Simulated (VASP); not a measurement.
Wanted: the native input for a VASP 6.6.1 run.

```yaml
Task: G0W0 quasiparticle levels
Functional: PBE
Potentials_or_basis: VASP PAW PBE potentials, release 64 (Cd_GW, S_GW)
Cutoff: 450 eV
k_mesh: 4 × 4 × 4
Occupations: gaussian, width 0.01 eV
Spin: no spin polarisation
GW_scheme: G0W0
GW_iterations: 1
Cutoff_of_the_response_function: 150
Frequency_points: 50
Empty_bands: 31
Further_INCAR_settings: ALGO = EVGW0; EDIFF = 1e-08; NBANDS = 40
```

The system is CdS (Hawleyite).

```
Cd S
1.0
     0.00000    2.91650    2.91650
     2.91650    0.00000    2.91650
     2.91650    2.91650    0.00000
Cd S
1 1
Direct
  0.00000 0.00000 0.00000
  0.75000 0.75000 0.75000
```

The input as run:

POSCAR

```
CdS
1.0
    0.0000000000      2.9165000000      2.9165000000
    2.9165000000      0.0000000000      2.9165000000
    2.9165000000      2.9165000000      0.0000000000
Cd S
1 1
Direct
    0.0000000000      0.0000000000      0.0000000000
    0.7500000000      0.7500000000      0.7500000000
```

INCAR.step1

```
ALGO = Fast ; EDIFF = 1E-8
ENCUT = 450 ; GGA = PE
ISMEAR = 0 ; LASPH = True
LCHARG = False ; LREAL = False
LWAVE = True ; NELM = 100
PREC = Accurate ; SIGMA = 0.01
```

INCAR.step2

```
ALGO = Exact ; EDIFF = 1E-8
ENCUT = 450 ; GGA = PE
ISMEAR = 0 ; ISTART = 1
LASPH = True ; LCHARG = False
LOPTICS = True ; LREAL = False
LWAVE = True ; NBANDS = 40
NELM = 1 ; PREC = Accurate
SIGMA = 0.01
```

INCAR.step3

```
ALGO = EVGW0 ; EDIFF = 1E-8
ENCUT = 450 ; ENCUTGW = 150
GGA = PE ; ISMEAR = 0
ISTART = 1 ; LASPH = True
LCHARG = False ; LREAL = False
LWAVE = False ; NBANDS = 40
NBANDSGW = 17 ; NELMGW = 1
NOMEGA = 50 ; PREC = Accurate
PRECFOCK = Fast ; SIGMA = 0.01
```

KPOINTS

```
k-points
0
Gamma
  4 4 4
```

Potentials or basis: VASP PAW PBE potentials, release 64 (Cd_GW, S_GW).

Run with:

```console
$ cat potpaw_PBE.64/Cd_GW/POTCAR potpaw_PBE.64/S_GW/POTCAR > POTCAR
$ cp INCAR.step1 INCAR
$ mpirun -np 1 vasp_std > vasp.out
$ cp INCAR.step2 INCAR
$ mpirun -np 1 vasp_std > vasp.out
$ cp INCAR.step3 INCAR
$ mpirun -np 1 vasp_std > vasp.out
```

It gave:

- Band gap on the k mesh, mean-field level: 1.13 eV, direct
- Quasiparticle gap: 1.90 eV
- Least direct quasiparticle gap: 1.90 eV

Caveat: the k mesh is coarse (spacing up to 0.47 Å⁻¹), so the values aren't converged; bands, screening cutoff and mesh are small and nothing is extrapolated, so the quasiparticle values aren't converged.

Run time: 77 s on 1 thread of Intel(R) Xeon(R) Platinum 8488C (Sapphire Rapids), on a shared host, peak memory 0.4 GiB.
